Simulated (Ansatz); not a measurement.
# Ca: the cost of one run

Method: DFT PBEsol, plane waves, PAW, scalar-relativistic, no spin polarisation, in Ansatz 0.2.0.

### Step 1. The starting structure

The cell holds 28 atoms (Ca28): a = 11.837 Å, b = 11.837 Å, c = 19.443 Å, α = 90.00°, β = 90.00°, γ = 60.00°.

Its coordinates follow in the input file.

### Step 2. Preparing the start

input.yaml

```yaml
accuracy: low
crystal:
  lattice:
    - [11.836968, 0.0, 0.0]
    - [5.918484, 10.251115, 0.0]
    - [0.0, 0.0, 19.443229]
  atoms:
    - { symbol: Ca, position: [0.1111111, 0.1111111, 0.0514318] }
    - { symbol: Ca, position: [0.4444444, 0.1111111, 0.0514318] }
    - { symbol: Ca, position: [0.7777778, 0.1111111, 0.0514318] }
    - { symbol: Ca, position: [0.1111111, 0.4444444, 0.0514318] }
    - { symbol: Ca, position: [0.4444444, 0.4444444, 0.0514318] }
    - { symbol: Ca, position: [0.7777778, 0.4444444, 0.0514318] }
    - { symbol: Ca, position: [0.1111111, 0.7777778, 0.0514318] }
    - { symbol: Ca, position: [0.4444444, 0.7777778, 0.0514318] }
    - { symbol: Ca, position: [0.7777778, 0.7777778, 0.0514318] }
    - { symbol: Ca, position: [-0.1111111, 0.2222222, 0.2171252] }
    - { symbol: Ca, position: [0.2222222, 0.2222222, 0.2171252] }
    - { symbol: Ca, position: [0.5555556, 0.2222222, 0.2171252] }
    - { symbol: Ca, position: [-0.1111111, 0.5555556, 0.2171252] }
    - { symbol: Ca, position: [0.2222222, 0.5555556, 0.2171252] }
    - { symbol: Ca, position: [0.5555556, 0.5555556, 0.2171252] }
    - { symbol: Ca, position: [-0.1111111, 0.8888889, 0.2171252] }
    - { symbol: Ca, position: [0.2222222, 0.8888889, 0.2171252] }
    - { symbol: Ca, position: [0.5555556, 0.8888889, 0.2171252] }
    - { symbol: Ca, position: [0.0, 0.0, 0.3828186] }
    - { symbol: Ca, position: [0.3333333, 0.0, 0.3828186] }
    - { symbol: Ca, position: [0.6666667, 0.0, 0.3828186] }
    - { symbol: Ca, position: [0.0, 0.3333333, 0.3828186] }
    - { symbol: Ca, position: [0.3333333, 0.3333333, 0.3828186] }
    - { symbol: Ca, position: [0.6666667, 0.3333333, 0.3828186] }
    - { symbol: Ca, position: [0.0, 0.6666667, 0.3828186] }
    - { symbol: Ca, position: [0.3333333, 0.6666667, 0.3828186] }
    - { symbol: Ca, position: [0.6666667, 0.6666667, 0.3828186] }
    - { symbol: Ca, position: [0.7840369, 0.7648408, 0.5304278] }
basis:
  ecutwfc: 420.0
kpoints:
  mp_grid: { grid: [1, 1, 1] }
hamiltonian:
  xc: pbesol
scf:
  occupations: { method: fermi_dirac, width: 0.05 }
  lower_state_search: "off"
relax:
  f_tol: 0.08
  max_steps: 25
  adjacent_minimum: "off"
  constraints: [{ sites: [0, 1, 2, 3, 4, 5, 6, 7, 8] }]
output:
  write_density: true
  write_potential: true
  elf: true
  volumetric_format: npy
```

The run is started by

```
$ ansatz run input.yaml --threads 4 --pin off --max-ram 10240MiB --backend cpu --events-out ev --progress --plain --runs-dir out
```

What time and memory should one allow on 4 threads of AMD EPYC 9R45 (Zen 5), shared host?

About 12 s, with a peak of 1.7 GiB.
